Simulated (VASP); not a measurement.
# GaP (F-43m) in VASP: further runs

One crystal, GaP, is run at these levels: r2SCAN; tasks: relaxation of cell and atoms.

Program: VASP 6.6.1. These are calculated values, not measurements. Logs are shortened: lines on timing, memory, paths and dates and some standing lists are left out, and cuts for length are marked.

### Step 1. Starting point

Symmetry: F-43m, No. 216, cubic system. The conventional cell has a = 5.451 Å, b = 5.451 Å, c = 5.451 Å, α = 90.00°, β = 90.00°, γ = 90.00°. Ga (site symmetry -43m) has 4 P at 2.36 Å as nearest neighbours. P (site symmetry -43m) is surrounded by 4 Ga at 2.36 Å.

### Step 2. Relaxation of cell and atoms, r2SCAN

Contents of INCAR:

```
PREC = Accurate
ENCUT = 600
EDIFF = 1E-6
ISMEAR = 0
SIGMA = 0.03
LREAL = F
LASPH = T
NELM = 80
ALGO = Normal
ISIF = 3
LWAVE = F
LCHARG = F
METAGGA = R2SCAN
LMIXTAU = T
IBRION = 2
NSW = 90
EDIFFG = -0.01
```

Contents of KPOINTS:

```
regular mesh
0
Gamma
  8 8 8
```

Contents of POSCAR:

```
GaP
1.0
    0.0000000000      2.7252500000      2.7252500000
    2.7252500000      0.0000000000      2.7252500000
    2.7252500000      2.7252500000      0.0000000000
Ga P
1 1
Direct
    0.0000000000      0.0000000000      0.0000000000
    0.2500000000      0.2500000000      0.2500000000
```

Potentials or basis: VASP PAW PBE potentials, release 64 (Ga_d, P).

Started as:

```
> cat potpaw_PBE.64/Ga_d/POTCAR potpaw_PBE.64/P/POTCAR > POTCAR
> mpirun -np 1 vasp_std > vasp.out
```

OUTCAR:

```text
PREC = Accurate
   ENCUT = 600
   EDIFF = 1E-6
   ISMEAR = 0
   LREAL = F
   LASPH = T
   NELM = 80
   ISIF = 3
   METAGGA = R2SCAN
   IBRION = 2
   NSW = 90
   EDIFFG = -0.01

 ion  position               nearest neighbor table
   1  0.000  0.000  0.000-   2 2.36   2 2.36   2 2.36   2 2.36
   2  0.250  0.250  0.250-   1 2.36   1 2.36   1 2.36   1 2.36

  LATTYP: Found a face centered cubic cell.
 ALAT       =     5.4505000000

  Lattice vectors:

 A1 = (   0.0000000000,   2.7252500000,   2.7252500000)
 A2 = (   2.7252500000,   0.0000000000,   2.7252500000)
 A3 = (   2.7252500000,   2.7252500000,   0.0000000000)

Analysis of symmetry for initial positions (statically):
=====================================================================
 Subroutine PRICEL returns:
 Original cell was already a primitive cell.

 Routine SETGRP: Setting up the symmetry group for a
 face centered cubic supercell.

 Subroutine GETGRP returns: Found 24 space group operations
 (whereof 24 operations were pure point group operations)
 out of a pool of 48 trial point group operations.

The static configuration has the point symmetry T_d .

Analysis of symmetry for dynamics (positions and initial velocities):
=====================================================================
 Subroutine PRICEL returns:
 Original cell was already a primitive cell.

 Routine SETGRP: Setting up the symmetry group for a
 face centered cubic supercell.

 Subroutine GETGRP returns: Found 24 space group operations
 (whereof 24 operations were pure point group operations)
 out of a pool of 48 trial point group operations.

The dynamic configuration has the point symmetry T_d .

 Subroutine INISYM returns: Found 24 space group operations
 (whereof 24 operations are pure point group operations),
 and found     1 'primitive' translations

----------------------------------------------------------------------------------------

                                     Primitive cell

  volume of cell :      40.4808

  direct lattice vectors                    reciprocal lattice vectors
     0.000000000  2.725250000  2.725250000    -0.183469406  0.183469406  0.183469406
     2.725250000  0.000000000  2.725250000     0.183469406 -0.183469406  0.183469406
     2.725250000  2.725250000  0.000000000     0.183469406  0.183469406 -0.183469406

  length of vectors
     3.854085511  3.854085511  3.854085511     0.317778334  0.317778334  0.317778334
[... 86 lines left out ...]
   NFREE  =      1    steps in history (QN), initial steepest desc. (CG)
   ISIF   =      3    stress and relaxation
   ISYM   =      2    0-nonsym 1-usesym 2-fastsym
   POTIM  = 0.5000    time-step for ionic-motion
   TEBEG  =    0.0;   TEEND  =   0.0 temperature during run
   PSTRESS=    0.0 pullay stress
   NELECT =      18.0000    total number of electrons
   NUPDOWN=      -1.0000    fix difference up-down
   EMIN   =  10.00;   EMAX   =-10.00  energy-range for DOS
   EFERMI =   0.00;   METHOD = LEGACY
   ISMEAR =     0;   SIGMA  =   0.03  broadening in eV -4-tet -1-fermi 0-gaus
   EFERMI_NEDOS =   21; number of points for ismear=-14 and -15
   IALGO  =     38    algorithm
   IMIX   =      4    mixing-type and parameters
     AMIX     =   0.40;   BMIX     =  1.00
     AMIX_MAG =   1.60;   BMIX_MAG =  1.00
  volume/ion in A,a.u.               =      20.24       136.59
  Fermi-wavevector in a.u.,A,eV,Ry     =   1.249538  2.361284 21.243377  1.561344
  Thomas-Fermi vector in A             =   2.383574
   LORBIT       =      0    0 simple, 1 ext, 2 COOP (PROOUT), +10 PAW based schemes
   METAGGA = R2SCAN    functional components
   LHFCALC =     F    Hartree Fock is set to
   AEXX    =    0.0000 exact exchange contribution
   IVDW    =     0    specifies the selected vdW correction
   LEPSILON=     F    determine dielectric tensor
   LRPA    =     F    only Hartree local field effects (RPA)
 conjugate gradient relaxation of ions
 non-spin polarized calculation
 Gauss-broadening in eV      SIGMA  =   0.03
  energy-cutoff  :      600.00
  volume of cell :       40.48
 maximum number of plane-waves:      1365
   NGX = 15   NGY = 15   NGZ = 15

 number of electron      18.0000003 magnetization

 Free energy of the ion-electron system (eV)
  ---------------------------------------------------
  ext. energy  EPLUGINS =         0.00000000
  ---------------------------------------------------
  free energy    TOTEN  =       -21.46423350 eV

  energy without entropy =      -21.46423350  energy(sigma->0) =      -21.46423350

 E-fermi :   4.6290     XC(G=0): -10.5485

 val. band max:        4.4620238551   @ k =   0.0000   0.0000   0.0000
 cond. band min:       6.3644677995   @ k =   0.3750   0.3750   0.0000
 fundamental gap:      1.9024439444
 Fermi energy:         4.6289716921

 k-point     1 :       0.0000    0.0000    0.0000
  band No.  band energies     occupation
      1     -10.5281      2.00000
      2     -10.5281      2.00000
      3     -10.5281      2.00000
      4     -10.4149      2.00000
      5     -10.4149      2.00000
      6      -8.5590      2.00000
      7       4.4620      2.00000
      8       4.4620      2.00000
      9       4.4620      2.00000
     10       6.8066      0.00000
     11       8.6534      0.00000
     12       8.6534      0.00000
     13       8.6534      0.00000
[... 354 lines left out ...]
  band No.  band energies     occupation
      1     -10.6285      2.00000
      2     -10.4934      2.00000
      3     -10.4815      2.00000
      4     -10.4204      2.00000
      5     -10.4072      2.00000
      6      -5.9748      2.00000
      7      -2.1521      2.00000
      8       1.1738      2.00000
      9       2.4524      2.00000
     10       8.2868      0.00000
     11       9.1100      0.00000
     12      11.3844      0.00000
     13      12.8990      0.00000

 [... further k-points ...]
[... 5 lines left out ...]
  --------------------------------------------------------------------------------------
  -------------------------------------------------------------------------------------
  Total       -0.0021241     -0.0021241     -0.0021241      0.0000000     -0.0000000      0.0000000
  in kB       -0.0840699     -0.0840699     -0.0840699      0.0000000     -0.0000000      0.0000000
  external PRESSURE =      -0.0840699 kB  Pullay stress =       0.0000000 kB

 VOLUME and BASIS-vectors are now :
 -----------------------------------------------------------------------------
  energy-cutoff  :      600.00
  volume of cell :       40.48
      direct lattice vectors                 reciprocal lattice vectors
     0.000000000  2.725250000  2.725250000    -0.183469406  0.183469406  0.183469406
     2.725250000  0.000000000  2.725250000     0.183469406 -0.183469406  0.183469406
     2.725250000  2.725250000  0.000000000     0.183469406  0.183469406 -0.183469406

 POSITION                                       TOTAL-FORCE (eV/Angst)
 -----------------------------------------------------------------------------------
      0.00000      0.00000      0.00000         0.000000      0.000000      0.000000
      1.36262      1.36262      1.36262        -0.000000     -0.000000     -0.000000
 -----------------------------------------------------------------------------------
    total drift:                                0.000017      0.000017      0.000017

  FREE ENERGIE OF THE ION-ELECTRON SYSTEM (eV)
  ---------------------------------------------------
  free  energy   TOTEN  =       -21.4642335019 eV

  energy  without entropy=      -21.4642335019  energy(sigma->0) =      -21.46423350

 reached required accuracy - stopping structural energy minimisation
```

It took 61 s on 1 thread of AMD EPYC 9R14 (Zen 4), shared host; peak memory 0.16 GiB.

Results:

```yaml
Free_energy: -21.4642 eV
Pressure_after_relaxing: 0.0 GPa
Band_gap_on_the_k_mesh: 1.90 eV, indirect (least direct gap 2.34 eV)
```

Final structure:
```
CELL_PARAMETERS angstrom
0.00000 2.72525 2.72525
2.72525 0.00000 2.72525
2.72525 2.72525 0.00000
ATOMIC_POSITIONS crystal
Ga 0.00000 0.00000 0.00000
P 0.25000 0.25000 0.25000
```

Caveat: the relaxation stopped at its first step, so nothing moved; the PAW data sets were made with another functional, which shifts forces and pressure a little.

### Step 3. Relaxation of cell and atoms, r2SCAN

Changes to INCAR since step 2:

```diff
@@ -2,3 +2,3 @@
 ENCUT = 600
-EDIFF = 1E-6
+EDIFF = 1E-7
 ISMEAR = 0
@@ -16,2 +16,2 @@
 NSW = 90
-EDIFFG = -0.01
+EDIFFG = -0.005
```

KPOINTS is that of step 2.

Contents of POSCAR:

```
GaP                                     
1.0
    0.0000000000      2.7252500000      2.7252500000
    2.7252500000      0.0000000000      2.7252500000
    2.7252500000      2.7252500000      0.0000000000
  Ga              P             
     1     1
Direct
     0.0000000000000000    0.0000000000000000    0.0000000000000000
     0.2500000000000000    0.2500000000000000    0.2500000000000000
```

Potentials or basis: VASP PAW PBE potentials, release 64 (Ga_d, P).

Started as:

```
> cat potpaw_PBE.64/Ga_d/POTCAR potpaw_PBE.64/P/POTCAR > POTCAR
> mpirun -np 1 vasp_std > vasp.out
```

It took 72 s on 1 thread of AMD EPYC 9R14 (Zen 4), shared host; peak memory 0.15 GiB.

Results (log left out):

```yaml
Free_energy: -21.4642 eV
Pressure_after_relaxing: 0.0 GPa
Band_gap_on_the_k_mesh: 1.90 eV, indirect (least direct gap 2.34 eV)
```

Final structure:
```cif
data_structure
_symmetry_space_group_name_H-M 'P 1'
_symmetry_Int_Tables_number 1
_cell_length_a 3.8541
_cell_length_b 3.8541
_cell_length_c 3.8541
_cell_angle_alpha 60.000
_cell_angle_beta 60.000
_cell_angle_gamma 60.000
_cell_volume 40.48
loop_
_atom_site_label
_atom_site_type_symbol
_atom_site_fract_x
_atom_site_fract_y
_atom_site_fract_z
_atom_site_occupancy
Ga1 Ga 0.00000 0.00000 0.00000 1
P1 P 0.25000 0.25000 0.25000 1
```

Levels at points of the mesh, in eV from the valence-band top:
```csv
k point,band 7,band 8,band 9,band 10,band 11,band 12
"(0.00, 0.00, 0.00)",0.00,0.00,0.00,2.34,4.19,4.19
"(0.50, 0.00, 0.00)",-6.84,-1.17,-1.17,2.04,5.06,5.06
"(0.50, 0.50, 0.00)",-6.96,-2.80,-2.80,1.91,2.10,11.35
```

Caveat: the relaxation stopped at its first step, so nothing moved; the PAW data sets were made with another functional, which shifts forces and pressure a little. r2SCAN opens gaps a little over a GGA but as a rule still falls short of measured ones.
